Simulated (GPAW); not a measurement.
# TePb (Pm-3m) in GPAW: further runs

One crystal, TePb, is run at these levels: r2SCAN; tasks: band structure.

Everything below comes from runs of GPAW 26.7.0. Logs are shortened: lines on timing, memory, paths and dates and some standing lists are left out, and cuts for length are marked. The log counts tension as positive stress, the text compression.

## 1. The structure

The structure is cubic, space group Pm-3m (No. 221). The conventional cell has a = 4.002 Å, b = 4.002 Å, c = 4.002 Å, α = 90.00°, β = 90.00°, γ = 90.00°. Pb (site symmetry m-3m) has 8 Te at 3.47 Å as nearest neighbours. Te (site symmetry m-3m) is surrounded by 8 Pb at 3.47 Å.

Measurements of this composition are mostly on another form, of space group No. 225.

## 2. Band structure, r2SCAN

Input file run.py:

```python
from ase.dft.bandgap import bandgap
from ase.io import read, write
from ase.units import Bohr, GPa
from gpaw import GPAW, PW
from gpaw.elf import elf_from_dft_calculation

atoms = read('TePb.xyz')

calc = GPAW(mode=PW(600),
            xc='MGGA_X_R2SCAN+MGGA_C_R2SCAN',
            kpts={'size': (7, 7, 7), 'gamma': True},
            occupations={'name': 'fermi-dirac', 'width': 0.05},
            nbands=19,
            convergence={'density': 1e-05, 'energy': 1e-05},
            maxiter=150,
            txt='gpaw.txt')
atoms.calc = calc
energy = atoms.get_potential_energy()
forces = atoms.get_forces()
stress = atoms.get_stress()
calc.write('gs.gpw')
write('result.traj', atoms)
print(f'Energy: {energy:.6f} eV')
print('Forces (eV/A):')
print(forces.round(4))
print('Stress (GPa):', (stress / GPa).round(3))
print('Fermi level:', round(calc.get_fermi_level(), 4), 'eV')
print(f'Gap: {bandgap(calc)[0]:.4f} eV, direct: {bandgap(calc, direct=True)[0]:.4f} eV')

# fields on the real-space grid
write('density.cube', atoms, data=calc.get_pseudo_density() * Bohr**3)
write('potential.cube', atoms, data=calc.get_electrostatic_potential())
write('elf.cube', atoms, data=elf_from_dft_calculation(calc).data)

path = atoms.cell.bandpath('GXMGRX,MR', npoints=100, eps=1e-4)
bs_calc = calc.fixed_density(kpts=path, symmetry='off', nbands=32,
                             convergence={'bands': 'CBM+6.0', 'eigenstates': 1e-6}, txt='bands.txt')
bs = bs_calc.band_structure()
bs.write('bs.json')
print(f'Gap on the path: {bandgap(bs_calc)[0]:.4f} eV')
```

Input file TePb.xyz:

```xyz
2
Lattice="4.0022870000 0.0000000000 0.0000000000 0.0000000000 4.0022870000 0.0000000000 0.0000000000 0.0000000000 4.0022870000" Properties=species:S:1:pos:R:3 pbc="T T T"
Pb     0.0000000000      0.0000000000      0.0000000000
Te     2.0011435000      2.0011435000      2.0011435000
```

Potentials or basis: GPAW PAW data sets (gpaw-data 1.2.1), pw.

On the command line:

```bash
> OMP_NUM_THREADS=1 python run.py
```

gpaw.txt:

```text
__  _  _
 | _ |_)|_||  |
 |__||  | ||/\| - 26.7.0

Input parameters:
  mode=PW(ecut=600.0),
  convergence={'density': 1e-05, 'energy': 1e-05},
  kpts=MonkhorstPack(size=(7, 7, 7), gamma=True),
  maxiter=150,
  nbands=19,
  occupations=Occupations(name='fermi-dirac', width=0.05),
  xc=XC(name='MGGA_X_R2SCAN+MGGA_C_R2SCAN')

Diagonalizing LCAO Hamiltonian
Converting LCAO to pw mode
   .---------.
  /|         |
 * |         |
 | |         |
 | |   Te    |
 | .---------.
 |/         /
 Pb--------*

Atoms  # Å, Bohr magnetons
|   | symbol |        x |        y |        z |    initial magnetic moments |
|---|--------|----------|----------|----------|-----------------------------|
| 0 |     Pb | 0.000000 | 0.000000 | 0.000000 | ( 0.0000,  0.0000,  0.0000) |
| 1 |     Te | 2.001143 | 2.001143 | 2.001143 | ( 0.0000,  0.0000,  0.0000) |

Unit cell  # Å
| periodic |        x |        y |        z |  lengths |    angles |
|----------|----------|----------|----------|----------|-----------|
|      yes | 4.002287 | 0.000000 | 0.000000 | 4.002287 | 90.000000 |
|      yes | 0.000000 | 4.002287 | 0.000000 | 4.002287 | 90.000000 |
|      yes | 0.000000 | 0.000000 | 4.002287 | 4.002287 | 90.000000 |

Number of symmetries: 48
Symmetry operations  # r_c * U_cc + t_c -> r_c
|    | kind |            matrix            |
|----|------|------------------------------|
|  0 |  E   |  1, 0, 0,  0, 1, 0,  0, 0, 1 |
|  1 |  σ   |  1, 0, 0,  0, 1, 0,  0, 0,-1 |
|  2 |  σ   |  1, 0, 0,  0, 0, 1,  0, 1, 0 |
|  3 |  C4  |  1, 0, 0,  0, 0, 1,  0,-1, 0 |
|  4 |  C4  |  1, 0, 0,  0, 0,-1,  0, 1, 0 |
|  5 |  σ   |  1, 0, 0,  0, 0,-1,  0,-1, 0 |
|  6 |  σ   |  1, 0, 0,  0,-1, 0,  0, 0, 1 |
|  7 |  C2  |  1, 0, 0,  0,-1, 0,  0, 0,-1 |
|  8 |  σ   |  0, 1, 0,  1, 0, 0,  0, 0, 1 |
|  9 |  C2  |  0, 1, 0,  1, 0, 0,  0, 0,-1 |
| 10 |  C3  |  0, 1, 0,  0, 0, 1,  1, 0, 0 |
| 11 |  S6  |  0, 1, 0,  0, 0, 1, -1, 0, 0 |
| 12 |  S6  |  0, 1, 0,  0, 0,-1,  1, 0, 0 |
| 13 |  C3  |  0, 1, 0,  0, 0,-1, -1, 0, 0 |
| 14 |  C4  |  0, 1, 0, -1, 0, 0,  0, 0, 1 |
| 15 |  S4  |  0, 1, 0, -1, 0, 0,  0, 0,-1 |
| 16 |  C3  |  0, 0, 1,  1, 0, 0,  0, 1, 0 |
| 17 |  S6  |  0, 0, 1,  1, 0, 0,  0,-1, 0 |
| 18 |  σ   |  0, 0, 1,  0, 1, 0,  1, 0, 0 |
| 19 |  C4  |  0, 0, 1,  0, 1, 0, -1, 0, 0 |
| 20 |  C2  |  0, 0, 1,  0,-1, 0,  1, 0, 0 |
| 21 |  S4  |  0, 0, 1,  0,-1, 0, -1, 0, 0 |
| 22 |  S6  |  0, 0, 1, -1, 0, 0,  0, 1, 0 |
| 23 |  C3  |  0, 0, 1, -1, 0, 0,  0,-1, 0 |
| 24 |  S6  |  0, 0,-1,  1, 0, 0,  0, 1, 0 |
| 25 |  C3  |  0, 0,-1,  1, 0, 0,  0,-1, 0 |
| 26 |  C4  |  0, 0,-1,  0, 1, 0,  1, 0, 0 |
| 27 |  σ   |  0, 0,-1,  0, 1, 0, -1, 0, 0 |
| 28 |  S4  |  0, 0,-1,  0,-1, 0,  1, 0, 0 |
| 29 |  C2  |  0, 0,-1,  0,-1, 0, -1, 0, 0 |
| 30 |  C3  |  0, 0,-1, -1, 0, 0,  0, 1, 0 |
| 31 |  S6  |  0, 0,-1, -1, 0, 0,  0,-1, 0 |
| 32 |  C4  |  0,-1, 0,  1, 0, 0,  0, 0, 1 |
| 33 |  S4  |  0,-1, 0,  1, 0, 0,  0, 0,-1 |
| 34 |  S6  |  0,-1, 0,  0, 0, 1,  1, 0, 0 |
| 35 |  C3  |  0,-1, 0,  0, 0, 1, -1, 0, 0 |
| 36 |  C3  |  0,-1, 0,  0, 0,-1,  1, 0, 0 |
| 37 |  S6  |  0,-1, 0,  0, 0,-1, -1, 0, 0 |
| 38 |  σ   |  0,-1, 0, -1, 0, 0,  0, 0, 1 |
| 39 |  C2  |  0,-1, 0, -1, 0, 0,  0, 0,-1 |
| 40 |  σ   | -1, 0, 0,  0, 1, 0,  0, 0, 1 |
| 41 |  C2  | -1, 0, 0,  0, 1, 0,  0, 0,-1 |
| 42 |  C2  | -1, 0, 0,  0, 0, 1,  0, 1, 0 |
| 43 |  S4  | -1, 0, 0,  0, 0, 1,  0,-1, 0 |
| 44 |  S4  | -1, 0, 0,  0, 0,-1,  0, 1, 0 |
| 45 |  C2  | -1, 0, 0,  0, 0,-1,  0,-1, 0 |
| 46 |  C2  | -1, 0, 0,  0,-1, 0,  0, 0, 1 |
| 47 |  i   | -1, 0, 0,  0,-1, 0,  0, 0,-1 |

BZ-sampling:
  Number of BZ points: 343
  Number of IBZ points: 20

  Monkhorst-Pack size: [7, 7, 7]
  Monkhorst-Pack shift: [0, 0, 0]

K-points  # in reciprocal-cell coordinates
|     |                                coordinates |     weight |
|-----|--------------------------------------------|------------|
|   0 | (  0.00000000,   0.00000000,   0.00000000) | 0.00291545 |
|   1 | (  0.14285714,   0.00000000,   0.00000000) | 0.01749271 |
|   2 | (  0.14285714,   0.14285714,   0.00000000) | 0.03498542 |
|   3 | (  0.14285714,   0.14285714,   0.14285714) | 0.02332362 |
|   4 | (  0.28571429,   0.00000000,   0.00000000) | 0.01749271 |
|   5 | (  0.28571429,   0.14285714,   0.00000000) | 0.06997085 |
|   6 | (  0.28571429,   0.14285714,   0.14285714) | 0.06997085 |
|   7 | (  0.28571429,   0.28571429,   0.00000000) | 0.03498542 |
|   8 | (  0.28571429,   0.28571429,   0.14285714) | 0.06997085 |
|   9 | (  0.28571429,   0.28571429,   0.28571429) | 0.02332362 |
| ... |                                            |            |
|  19 | (  0.42857143,   0.42857143,   0.42857143) | 0.02332362 |

Plane wave coefficients: 2170
Cutoff: 600.0 eV

Spin-components: 1 (collinear spins)
Bands:           19
Projectors:      11
Spin-degeneracy: 2
Datatype:        complex128

Parallelization:
  kpt:    1
  domain: 1
  band:   1

Density:
  Valence electrons: 20.0
  Components: 1
  Grid points: [24 24 24]
  Charge: 0.0  # |e|

Potential:
  Grid points: [24 24 24]

species:
  Pb:
    name:    Lead
    Z:       82.0
    valence: 14
    core:    68
    charge:  0.0  # [|e|]
    compensation charges:
      type: gauss
      rc: 0.38  # [Å]
      lmax: 2
    cutoffs:
      filter: 2.36  # [Å]
      core: 2.43  # [Å]
    projectors
    | kind |    occ | energy [eV] | rcut [Å] |
    |------|--------|-------------|----------|
    |   6s |  2.000 |     -11.969 |    1.259 |
    |   6p |  2.000 |      -3.506 |    1.275 |
    |   5d | 10.000 |     -21.211 |    1.217 |
    |    s |        |      15.243 |    1.259 |
    |    p |        |      23.705 |    1.275 |
    |    d |        |       6.001 |    1.217 |

    Using partial waves for Pb as LCAO basis

  Te:
    name:    Tellurium
    Z:       52.0
    valence: 6
    core:    46
    charge:  0.0  # [|e|]
    compensation charges:
      type: gauss
      rc: 0.36  # [Å]
      lmax: 2
    cutoffs:
      filter: 2.09  # [Å]
      core: 3.17  # [Å]
    projectors
    | kind |    occ | energy [eV] | rcut [Å] |
    |------|--------|-------------|----------|
    |   5s |  2.000 |     -15.089 |    1.180 |
    |   5p |  4.000 |      -5.955 |    1.196 |
    |    s |        |      12.123 |    1.180 |
    |    p |        |      21.256 |    1.196 |
    |    d |        |       0.000 |    1.238 |

    Using partial waves for Te as LCAO basis

Reference energy: -752065.146798  # eV

eigensolver:
  PPCG
  Converge bands: occupied
  niter=2

density mixing:
  MSR1-Mixer
  Pratt-step length: 0.05
  Maximum mixing coefficient: 0.75
  Old densities: 10
  SVD Regularization: 0.005
  Good broyden scale: 1.0
  Trust region scale: 1.0
  Backstep threshold: 4.0
  History deletion threshold: 6.0
  Fourier metric: weight=20.0, sigma=0.015

occupation numbers:
  Fermi-Dirac:
    width: 0.0500  # eV

poisson solver:
  ecut: 4800.0  # eV

xc functional:
  name: MGGA_X_R2SCAN+MGGA_C_R2SCAN with 2 nearest neighbor stencil

convergence criteria:
- Maximum integral of absolute [dens]ity change: 1e-05 electrons / valence electron
- Maximum [total energy] change in last 3 cyles: 1e-05 eV / valence electron
- Maximum integral of absolute [eigenst]ate change: 4e-08 eV^2 / valence electron
maximum number of iterations: 150

SCF iterations
|iter     | |      energy | eigst |  dens |
|---------|-|-------------|-------|-------|
|iter:   1| |  -42.899389 | -0.18 |       |
|iter:   2| |  -39.538928 | -0.97 | -1.33 |
|iter:   3| |-63648.769355 | +4.14 | -1.28 |
|iter:   4| |  -15.031436 | +1.44 | +1.32 |
|iter:   5| |  -39.294435 | +1.09 | -0.36 |
|iter:   6| |  -39.429624 | -0.90 | -1.41 |
|iter:   7| |  -39.408797 | -2.23 | -1.60 |
|iter:   8| |  -39.412063 | -3.30 | -2.22 |
|iter:   9| |  -39.410797 | -4.08 | -2.19 |
|iter:  10| |  -39.411515 | -4.19 | -2.50 |
|iter:  11| |  -39.411612 | -4.21 | -2.50 |
|iter:  12| |  -39.411661c| -5.11 | -3.04 |
|iter:  13| |  -39.411718c| -5.52 | -3.28 |
|iter:  14| |  -39.411712c| -7.15 | -4.37 |
|iter:  15| |  -39.411713c| -7.63c| -4.90 |
|iter:  16| |  -39.411713c| -7.54c| -5.18c|

Converged in 16 steps
Energy contributions relative to reference atoms: (reference = -752065.146798)

Energy contributions:
  Kinetic:          19.045818
  Coulomb:         -18.962166
  Zero:             -0.079114
  External:          0.000000
  Xc:              -39.412243
  Entropy:          -0.008016
  Spinorbit:         0.000000
  ----------------------------
  Free energy:     -39.415721
  Extrapolated:    -39.411713

dipole moment: (-16.873242, -16.873242, -16.873242)  # |e|*Ang

Fermi level: 6.333
Eigenvalues  # (at kpt = [0.000, 0.000, 0.000])
| band index |      eig [eV] | occ [0-2] |
|------------|---------------|-----------|
|          0 |       -11.575 |     2.000 |
|        ... |               |           |
|          2 |       -11.496 |     2.000 |
|          3 |       -11.496 |     2.000 |
|          4 |       -11.496 |     2.000 |
|          5 |        -6.255 |     2.000 |
|          6 |        -0.517 |     2.000 |
|          7 |         4.650 |     2.000 |
|          8 |         4.650 |     2.000 |
|          9 |         4.650 |     2.000 |
|         10 |        10.816 |     0.000 |
|         11 |        10.816 |     0.000 |
|         12 |        11.829 |     0.000 |
|         13 |        11.829 |     0.000 |
|         14 |        11.829 |     0.000 |
|         15 |        17.291 |     0.000 |
|         16 |        17.990 |     0.000 |
|         17 |        17.990 |     0.000 |
|         18 |        17.991 |     0.000 |

No gap
No difference between direct/indirect transitions

Forces  # eV/Ang
|        x |        y |        z |
|----------|----------|----------|
|  0.00000 |  0.00000 |  0.00000 |  # Pb   0
| -0.00000 | -0.00000 | -0.00000 |  # Te   1

Stress tensor  # eV/Ang^3
|         x |         y |        z |
|-----------|-----------|----------|
|  0.002645 | -0.000000 | 0.000000 |
| -0.000000 |  0.002645 | 0.000000 |
|  0.000000 |  0.000000 | 0.002645 |

# Writing to gs.gpw (mode='')
```

Wall time 4.1 min (1 thread of Arm Neoverse V1, shared host); peak memory 0.49 GiB.

Results:

```
Free energy             : -39.4157 eV
Pressure                : -0.4 GPa
Band gap along the path : none (metal or under the smearing width)
```

Levels at the corners of the path, in eV from the Fermi level:
```tsv
point	band 7	band 8	band 9	band 10	band 11	band 12	band 13	band 14
Γ	-6.85	-1.68	-1.68	-1.68	4.48	4.48	5.50	5.50
X	-9.33	-0.77	-0.21	-0.21	0.47	2.43	2.43	5.87
M	-8.14	-4.53	-4.53	0.17	3.64	3.98	3.98	6.66
Γ	-6.85	-1.68	-1.68	-1.68	4.48	4.48	5.50	5.50
R	-7.38	-2.58	-2.58	-2.58	-0.95	-0.95	-0.95	14.66
X	-9.33	-0.77	-0.21	-0.21	0.47	2.43	2.43	5.87
M	-8.14	-4.53	-4.53	0.17	3.64	3.98	3.98	6.66
R	-7.38	-2.58	-2.58	-2.58	-0.95	-0.95	-0.95	14.66
```

Caveat: the PAW data sets were made with another functional, which shifts forces and pressure a little; spin-orbit coupling is left out, which moves the levels of the heavy elements.

## 3. Band structure, r2SCAN, spin-orbit coupling, no magnetisation

Input file run.py:

```python
import numpy as np
from ase import Atoms
from ase.dft.bandgap import bandgap
from ase.io import write
from ase.units import GPa
from gpaw import GPAW, PW
from gpaw.spinorbit import soc_eigenstates

atoms = Atoms(['Pb', 'Te'],
              cell=[[4.002287, 0.0, 0.0],
                    [0.0, 4.002287, 0.0],
                    [0.0, 0.0, 4.002287]],
              scaled_positions=[[0.0, 0.0, 0.0],
                                [0.5, 0.5, 0.5]],
              pbc=True)

calc = GPAW(mode=PW(600),
            xc='MGGA_X_R2SCAN+MGGA_C_R2SCAN',
            kpts={'size': (5, 5, 5), 'gamma': True},
            occupations={'name': 'fermi-dirac', 'width': 0.05},
            nbands=19,
            convergence={'density': 1e-05, 'energy': 1e-05},
            maxiter=150,
            txt='gpaw.txt')
atoms.calc = calc
energy = atoms.get_potential_energy()
forces = atoms.get_forces()
stress = atoms.get_stress()
calc.write('gs.gpw')
write('result.traj', atoms)
print(f'Energy: {energy:.6f} eV')
print('Forces (eV/A):')
print(forces.round(4))
print('Stress (GPa):', (stress / GPa).round(3))
print('Fermi level:', round(calc.get_fermi_level(), 4), 'eV')
print(f'Gap: {bandgap(calc)[0]:.4f} eV, direct: {bandgap(calc, direct=True)[0]:.4f} eV')

path = atoms.cell.bandpath('GXMGRX,MR', npoints=80, eps=1e-4)
bs_calc = calc.fixed_density(kpts=path, symmetry='off', nbands=32,
                             convergence={'bands': 'CBM+6.0', 'eigenstates': 1e-6}, txt='bands.txt')
bs = bs_calc.band_structure()
bs.write('bs.json')
print(f'Gap on the path: {bandgap(bs_calc)[0]:.4f} eV')

soc = soc_eigenstates(bs_calc, theta=0, phi=0, ignore_xc_potential=True)
np.savetxt('soc_bands.dat', soc.eigenvalues(), fmt='%.4f')
mesh = soc_eigenstates('gs.gpw', theta=0, phi=0, ignore_xc_potential=True)
np.savetxt('soc_mesh.dat', mesh.eigenvalues(), fmt='%.4f')
print('Fermi level with spin-orbit coupling:', round(mesh.fermi_level, 4), 'eV')
```

Potentials or basis: GPAW PAW data sets (gpaw-data 1.2.1), pw.

On the command line:

```bash
> OMP_NUM_THREADS=1 python run.py
```

gpaw.txt:

```text
__  _  _
 | _ |_)|_||  |
 |__||  | ||/\| - 26.7.0

Input parameters:
  mode=PW(ecut=600.0),
  convergence={'density': 1e-05, 'energy': 1e-05},
  kpts=MonkhorstPack(size=(5, 5, 5), gamma=True),
  maxiter=150,
  nbands=19,
  occupations=Occupations(name='fermi-dirac', width=0.05),
  xc=XC(name='MGGA_X_R2SCAN+MGGA_C_R2SCAN')

Diagonalizing LCAO Hamiltonian
Converting LCAO to pw mode
   .---------.
  /|         |
 * |         |
 | |         |
 | |   Te    |
 | .---------.
 |/         /
 Pb--------*

Atoms  # Å, Bohr magnetons
|   | symbol |        x |        y |        z |    initial magnetic moments |
|---|--------|----------|----------|----------|-----------------------------|
| 0 |     Pb | 0.000000 | 0.000000 | 0.000000 | ( 0.0000,  0.0000,  0.0000) |
| 1 |     Te | 2.001143 | 2.001143 | 2.001143 | ( 0.0000,  0.0000,  0.0000) |

Unit cell  # Å
| periodic |        x |        y |        z |  lengths |    angles |
|----------|----------|----------|----------|----------|-----------|
|      yes | 4.002287 | 0.000000 | 0.000000 | 4.002287 | 90.000000 |
|      yes | 0.000000 | 4.002287 | 0.000000 | 4.002287 | 90.000000 |
|      yes | 0.000000 | 0.000000 | 4.002287 | 4.002287 | 90.000000 |

Number of symmetries: 48
Symmetry operations  # r_c * U_cc + t_c -> r_c
|    | kind |            matrix            |
|----|------|------------------------------|
|  0 |  E   |  1, 0, 0,  0, 1, 0,  0, 0, 1 |
|  1 |  σ   |  1, 0, 0,  0, 1, 0,  0, 0,-1 |
|  2 |  σ   |  1, 0, 0,  0, 0, 1,  0, 1, 0 |
|  3 |  C4  |  1, 0, 0,  0, 0, 1,  0,-1, 0 |
|  4 |  C4  |  1, 0, 0,  0, 0,-1,  0, 1, 0 |
[... 174 lines left out ...]
|iter     | |      energy | eigst |  dens |
|---------|-|-------------|-------|-------|
|iter:   1| |  -42.860876 | -0.20 |       |
|iter:   2| |  -39.519385 | -0.98 | -1.34 |
|iter:   3| |-6714.352464 | +2.86 | -1.25 |
|iter:   4| |  -25.891297 | +1.27 | +0.75 |
|iter:   5| |  -39.285338 | +0.56 | -0.58 |
|iter:   6| |  -39.389103 | -1.20 | -1.42 |
|iter:   7| |  -39.390047 | -2.93 | -1.92 |
|iter:   8| |  -39.393782 | -3.63 | -2.13 |
|iter:   9| |  -39.392777 | -4.04 | -2.22 |
|iter:  10| |  -39.392442 | -4.60 | -2.51 |
|iter:  11| |  -39.392328 | -5.24 | -2.80 |
|iter:  12| |  -39.392279c| -5.82 | -3.08 |
|iter:  13| |  -39.392250c| -6.22 | -3.39 |
|iter:  14| |  -39.392250c| -7.63c| -4.14 |
|iter:  15| |  -39.392247c| -7.69c| -4.35 |
|iter:  16| |  -39.392247c| -7.88c| -5.16c|

Converged in 16 steps
Energy contributions relative to reference atoms: (reference = -752065.146798)

Energy contributions:
  Kinetic:          17.899960
  Coulomb:         -17.937318
  Zero:             -0.080570
  External:          0.000000
  Xc:              -39.268266
  Entropy:          -0.012106
  Spinorbit:         0.000000
  ----------------------------
  Free energy:     -39.398300
  Extrapolated:    -39.392247

dipole moment: (-16.871170, -16.871170, -16.871170)  # |e|*Ang

Fermi level: 6.211
Eigenvalues  # (at kpt = [0.000, 0.000, 0.000])
| band index |      eig [eV] | occ [0-2] |
|------------|---------------|-----------|
|          0 |       -11.511 |     2.000 |
|        ... |               |           |
|          2 |       -11.432 |     2.000 |
|          3 |       -11.432 |     2.000 |
|          4 |       -11.432 |     2.000 |
|          5 |        -6.290 |     2.000 |
|          6 |        -0.515 |     2.000 |
|          7 |         4.618 |     2.000 |
[... 9 lines left out ...]
|         17 |        17.971 |     0.000 |
|         18 |        17.971 |     0.000 |

No gap
No difference between direct/indirect transitions

Forces  # eV/Ang
|       x |        y |       z |
|---------|----------|---------|
| 0.00000 | -0.00000 | 0.00000 |  # Pb   0
| 0.00000 | -0.00000 | 0.00000 |  # Te   1

Stress tensor  # eV/Ang^3
|        x |        y |        z |
|----------|----------|----------|
| 0.005151 | 0.000000 | 0.000000 |
| 0.000000 | 0.005151 | 0.000000 |
| 0.000000 | 0.000000 | 0.005151 |

# Writing to gs.gpw (mode='')
```

stdout:

```text
Energy: -39.392247 eV
Forces (eV/A):
[[ 0. -0.  0.]
 [ 0. -0.  0.]]
Stress (GPa): [0.825 0.825 0.825 0.    0.    0.   ]
Fermi level: 6.2108 eV
Gap: 0.0000 eV, direct: 0.0000 eV
Gap on the path: 0.0000 eV
Fermi level with spin-orbit coupling: 6.3142 eV
```

bands.txt:

```text
Diagonalizing LCAO Hamiltonian
Converting LCAO to pw mode
convergence criteria:
- Maximum integral of absolute [eigenst]ate change: 1e-06 eV^2 / valence electron
maximum number of iterations: 150

SCF iterations
|iter     | |      energy | eigst |  dens |
|---------|-|-------------|-------|-------|
[... 86 lines left out ...]
         [0.5       , 0.5       , 0.13636364],
         [0.5       , 0.5       , 0.18181818],
         [0.5       , 0.5       , 0.22727273],
         [0.5       , 0.5       , 0.27272727],
         [0.5       , 0.5       , 0.31818182],
         [0.5       , 0.5       , 0.36363636],
         [0.5       , 0.5       , 0.40909091],
         [0.5       , 0.5       , 0.45454545],
         [0.5       , 0.5       , 0.5       ]])),
  maxiter=150,
  nbands=32,
  occupations=Occupations(name='fermi-dirac', width=0.05),
  symmetry=Symmetry(point_group=False, time_reversal=False),
  xc=XC(name='MGGA_X_R2SCAN+MGGA_C_R2SCAN')
```

Wall time 3 min (1 thread of Arm Neoverse V1, shared host); peak memory 0.47 GiB.

Results:

- Free energy: -39.3983 eV
- Pressure: -0.8 GPa
- Band gap along the path: none (metal or under the smearing width)

Levels at the corners of the path, in eV from the Fermi level:
| point | band 18 | band 19 | band 20 | band 21 | band 22 | band 23 |
| --- | --- | --- | --- | --- | --- | --- |
| Γ | -1.31 | -1.31 | -1.31 | 3.39 | 3.39 | 4.50 |
| X | -0.29 | -0.16 | -0.16 | 0.09 | 0.09 | 2.10 |
| M | -4.54 | 0.12 | 0.12 | 2.50 | 2.50 | 4.40 |
| Γ | -1.31 | -1.31 | -1.31 | 3.39 | 3.39 | 4.50 |
| R | -2.39 | -2.39 | -2.39 | -2.15 | -2.15 | -0.41 |
| X | -0.29 | -0.16 | -0.16 | 0.09 | 0.09 | 2.10 |
| M | -4.54 | 0.12 | 0.12 | 2.50 | 2.50 | 4.40 |
| R | -2.39 | -2.39 | -2.39 | -2.15 | -2.15 | -0.41 |

Caveat: spin-orbit coupling was added after a scalar SCF, so levels and gaps hold it while energy, forces, pressure and moments don't; this program's spin-orbit splittings come out too wide for heavy elements; the PAW data sets were made with another functional, which shifts forces and pressure a little.
